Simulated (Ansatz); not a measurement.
Crystal: Si, bcc type, 1 atom in the cell.

All numbers below come from PBE, plane waves, PAW datasets (generated soft set 1) in Ansatz 0.2.0 development build.

Cutoff 420 eV; k-mesh 50×50×50 Γ-centred; Fermi–Dirac smearing of 0.0612 eV; no spin polarisation.

The fit to the energies gives V₀ = 14.638 Å³/atom (a₀ = 3.082 Å), B₀ = 93.1 GPa, B₀′ = 4.46.

Problem. What pressure does the program print at V = 15.547 Å³/atom, and how far above the lowest computed point (V = 14.667 Å³/atom) does the energy lie?

Solution. -4.90 GPa and 14.68 meV/atom. All points:

| V (Å³/atom) | a (Å) | E − E(min) (meV/atom) | P (GPa) |
| --- | --- | --- | --- |
| 13.787 | 3.0211 | 16.02 | 6.37 |
| 14.080 | 3.0424 | 6.61 | 3.95 |
| 14.374 | 3.0634 | 1.42 | 1.77 |
| 14.667 | 3.0841 | 0.00 | -0.18 |
| 14.960 | 3.1045 | 1.97 | -1.93 |
| 15.254 | 3.1247 | 6.97 | -3.50 |
| 15.547 | 3.1446 | 14.68 | -4.90 |

The published all-electron PBE values for this crystal (mean of FLEUR and WIEN2k, k-spacing 0.06 Å⁻¹; Bosoni et al., Nat. Rev. Phys. 6, 45 (2024)) are V₀ = 14.645 Å³/atom, B₀ = 93.0 GPa, B₀′ = 4.46.

The stress includes the program's correction for the finite plane-wave basis.

This cubic structure is a model: it isn't the usual form of the substance at ambient conditions, and such phases are metastable or hypothetical.
